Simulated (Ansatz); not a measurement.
Write the native input for Ansatz 0.2.0 that does the following.

```
Task                : elastic constants
Functional          : r2SCAN
Potentials or basis : Ansatz PAW
Cutoff              : 500 eV (not typed: the program's choice for these potentials)
k mesh              : 10 × 10 × 10
Occupations         : fermi-dirac, width 0.05 eV
Spin                : no spin polarisation
Atoms under strain  : clamped
```

Pd:

```
Pd
1.0
     0.00000    1.94650    1.94650
     1.94650    0.00000    1.94650
     1.94650    1.94650    0.00000
Pd
1
Cartesian
  0.0000 0.0000 0.0000
```

These files were run (other wordings do the same):

input.yaml

```yaml
crystal:
  lattice:
    - [0.0, 1.9465, 1.9465]
    - [1.9465, 0.0, 1.9465]
    - [1.9465, 1.9465, 0.0]
  atoms:
    - { symbol: Pd, position: [0.0, 0.0, 0.0] }
hamiltonian:
  xc: r2scan
  pseudopotentials: { kind: paw }
kpoints:
  mp_grid: { grid: [10, 10, 10] }
scf:
  occupations: { method: fermi_dirac, width: 0.05 }
output:
  forces: true
  stress: true
elastic:
  mode: clamped_ion
  stencil: two_point
```

Potentials or basis: Ansatz PAW.

The run is started by

```console
$ ansatz run input.yaml --threads 2 --pin off --max-ram 5120MiB --backend cpu --events-out ev --progress --plain --runs-dir out
```

Results of the run:

```
Pressure                        : 2.0 GPa
Band gap on the k mesh          : none (metal or under the smearing width)
Elastic constants C11, C12, C44 : 234, 177, 73 GPa
Voigt bulk modulus              : 196 GPa
```

Caveat: elastic constants of metals need much finer meshes, so these are rough; the PAW data sets come from PBE, with cores solved anew for the run's functional, which leaves a small shift of forces and pressure.

It took 11 s on 2 threads of Arm Neoverse V1, on a shared host, peak memory 0.37 GiB.
